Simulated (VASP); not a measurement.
# Au: relaxation of cell and atoms with PBE

The system is Au.

```
Au
1.0
     2.90000    0.00000    0.00000
    -1.45000    2.51147    0.00000
     0.00000    0.00000    4.88000
Au
2
Direct
  0.33333 0.66667 0.75000
  0.66667 0.33333 0.25000
```

This isn't the form of Au at room conditions, which is fcc.

- Program: VASP 6.6.1
- Task: relaxation of cell and atoms
- Functional: PBE
- Potentials or basis: VASP PAW PBE potentials, release 64 (Au)
- Cutoff: 520 eV
- k mesh: 17 × 17 × 9
- Occupations: gaussian, width 0.1 eV
- Spin: no spin polarisation
- Further INCAR settings: ALGO = Normal; EDIFF = 1e-06; IBRION = 2; EDIFFG = -0.01; NSW = 90; ISIF = 3

* Relaxed volume: 17.96 Å³/atom
* Relaxed cell: a = 2.909 Å, b = 2.909 Å, c = 4.902 Å, α = 90.00°, β = 90.00°, γ = 120.00°
* Space group after relaxing (to 0.05 Å): P6_3/mmc (No. 194)
* Energy gained by relaxing: 0.9 meV/atom
* Ionic steps: 5
* Pressure after relaxing: 0.0 GPa
* Band gap on the k mesh: none (metal or under the smearing width)

Stress tensor (GPa, compression positive):
```
-0.07  0.00  0.00
 0.00 -0.07  0.00
 0.00  0.00  0.06
```

Step by step:
```csv
step,energy change (eV),largest force (eV/Å),pressure (GPa),volume (Å³)
1,0.0000,0.0000,1.50,35.54
2,0.0011,0.0000,-1.82,36.41
3,-0.0017,0.0000,0.00,35.92
4,-0.0017,0.0000,-0.02,35.92
5,-0.0018,0.0000,-0.03,35.93
```

Final structure:
```
CELL_PARAMETERS angstrom
2.90913 0.00000 0.00000
-1.45457 2.51938 0.00000
0.00000 0.00000 4.90174
ATOMIC_POSITIONS crystal
Au 0.33333 0.66667 0.75000
Au 0.66667 0.33333 0.25000
```

Levels at points of the mesh, in eV from the Fermi level:
```tsv
k point	band 8	band 9	band 10	band 11	band 12	band 13	band 14	band 15
(0.00, 0.00, 0.00)	-3.32	-3.32	-2.08	-2.08	-0.85	2.45	14.70	15.68
```

Run time: 3 min on 1 thread of Intel(R) Xeon(R) Platinum 8488C (Sapphire Rapids), with other jobs on the host, peak memory 0.21 GiB.

Spin-orbit coupling is left out, which matters for the levels of Au. Zero-point motion and thermal expansion aren't in these numbers.
